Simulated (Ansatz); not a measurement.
# SiNi: the cost of one run

Computed with Ansatz 0.2.0 (DFT PBE, scalar-relativistic, unless a step's input says otherwise).

## 1. The structure to begin with

Symmetry: Pmmn, No. 59, orthorhombic system. Conventional cell: a = 3.027 Å, b = 3.274 Å, c = 4.698 Å, α = 90.00°, β = 90.00°, γ = 90.00°. Si (site symmetry mm2) is surrounded by 6 Ni at 2.34 to 2.40 Å and 4 Si at 2.68 Å. Around Ni (site symmetry mm2) lie 6 Si at 2.34 to 2.40 Å and 4 Ni at 2.67 Å.

Structure file:

```
CELL_PARAMETERS angstrom
3.02662 0.00000 0.00000
0.00000 3.27350 0.00000
0.00000 0.00000 4.69776
ATOMIC_POSITIONS crystal
Si 0.50000 0.50000 0.84230
Si 0.00000 0.00000 0.15770
Ni 0.50000 0.50000 0.34422
Ni 0.00000 0.00000 0.65578
```

Atoms are numbered in the order of the input: Si1, Si2, Ni3, Ni4.

## 2. Volume × 0.96, LAPW

input.yaml

```yaml
crystal:
  lattice:
    - [2.9857147154, 0.0, 0.0]
    - [0.0, 3.2292580901, 0.0]
    - [0.0, 0.0, 4.6342689737]
  atoms:
    - { symbol: Si, position: [0.5, 0.5, 0.8423] }
    - { symbol: Si, position: [0.0, 0.0, 0.1577] }
    - { symbol: Ni, position: [0.5, 0.5, 0.34422], spin: 1.5 }
    - { symbol: Ni, position: [0.0, 0.0, 0.65578], spin: 1.5 }
magnetization:
  spin_polarized: true
kpoints:
  mp_grid: { grid: [11, 10, 7] }
  band_path:
    path:
      - [0.0, 0.0, 0.0]
      - [0.5, 0.0, 0.0]
      - [0.5, 0.5, 0.0]
      - [0.0, 0.5, 0.0]
      - [0.0, 0.0, 0.0]
      - [0.0, 0.0, 0.5]
      - [0.5, 0.0, 0.5]
      - [0.5, 0.5, 0.5]
      - [0.0, 0.5, 0.5]
    npoints: 5
scf:
  occupations: { method: fermi_dirac, width: 0.05 }
hamiltonian:
  xc: pbe
  pseudopotentials: { kind: all_electron, lapw: { basis_error: 0.001 } }
output:
  forces: true
  stress: true
  eigenvalues: true
```

The run is started by

```bash
ansatz run input.yaml --threads 1 --pin off --max-ram 6144MiB --backend cpu --events-out ev --progress --plain --runs-dir out
```

What time and memory should one allow on 1 thread of Intel Xeon 6975P-C (Granite Rapids), shared host?

About 1.7 min, with a peak of 1.3 GiB.
